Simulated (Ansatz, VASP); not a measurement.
# Ta: VASP beside Ansatz

File INCAR:

```
SYSTEM = Ta
PREC = Accurate ; ENCUT = 520
EDIFF = 1E-6 ; ISMEAR = -1
SIGMA = 0.02 ; LREAL = .False.
LASPH = .True. ; NELM = 100
ALGO = Fast ; ISIF = 2
LWAVE = .False. ; LCHARG = .False.
GGA = PE ; NBANDS = 12
```

The input KPOINTS:

```
regular mesh
0
Gamma
  4 4 4
  0 0 0
```

File POSCAR:

```
Ta
1.0
   -1.6512800000      1.6512800000      1.6512800000
    1.6512800000     -1.6512800000      1.6512800000
    1.6512800000      1.6512800000     -1.6512800000
Ta
1
Direct
    0.0000000000      0.0000000000      0.0000000000
```

The input input.yaml:

```yaml
crystal:
  lattice:
    - [-1.65128, 1.65128, 1.65128]
    - [1.65128, -1.65128, 1.65128]
    - [1.65128, 1.65128, -1.65128]
  atoms:
    - { symbol: Ta, position: [0.0, 0.0, 0.0] }
kpoints:
  mp_grid: { grid: [4, 4, 4] }
scf:
  occupations: { method: fermi_dirac, width: 0.02 }
hamiltonian:
  xc: pbe
  pseudopotentials: { kind: all_electron, lapw: { basis_error: 0.003 } }
output:
  forces: true
  stress: true
  eigenvalues: true
```

Alike in both runs: task single point; functional PBE; k mesh 4 × 4 × 4; occupations fermi-dirac, width 0.02 eV; no spin polarisation.

|  | VASP | Ansatz |
| --- | --- | --- |
| version | VASP 6.6.1 | Ansatz 0.2.0 |
| potentials or method | VASP PAW PBE potentials, release 64 (Ta_pv) | all-electron LAPW, scalar-relativistic |
| plane-wave cutoff (eV) | 520 | see its input |

```csv
,VASP,Ansatz,Ansatz less VASP
gap on the k mesh at the Fermi level (eV),none,none,-
pressure (GPa),3.3,3.1,-0.19
```

A gap of «none» marks a metal or a gap that the smearing closes. Ansatz ran all-electron here, so the differences hold the error of VASP's frozen core and of both bases.

Caveats: the k mesh is coarse (spacing up to 0.67 Å⁻¹), so the values aren't converged; the k mesh is thin for a metal, which can move the energy by tens of meV per atom (Ansatz). The runs have no spin-orbit coupling, so splittings on Ta are missing.
